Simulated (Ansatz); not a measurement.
Runs of Ansatz 0.2.0 on Ag. The structure is cubic, space group Fm-3m (No. 225). The conventional cell has a = 4.085 Å, b = 4.085 Å, c = 4.085 Å, α = 90.00°, β = 90.00°, γ = 90.00°. Ag (site symmetry m-3m) has 12 Ag at 2.89 Å as nearest neighbours. 

```csv
potentials or basis,cutoff (eV),V0 of scaled cells (Å³/atom),B0 (GPa)
PseudoDojo stringent,1116,16.61,121
JTH PAW,1380,16.63,(a)
Ansatz PAW,420,16.61,120
PseudoDojo standard,1116,16.61,121
Ansatz PAW earlier set,480,16.61,120
```

Alike in all rows: task equation of state; level PBEsol; no spin polarisation; cell as given; k mesh 11 × 11 × 11; smearing fermi-dirac 0.05 eV.

Q: Fill in the values left out.

A: (a) 119.
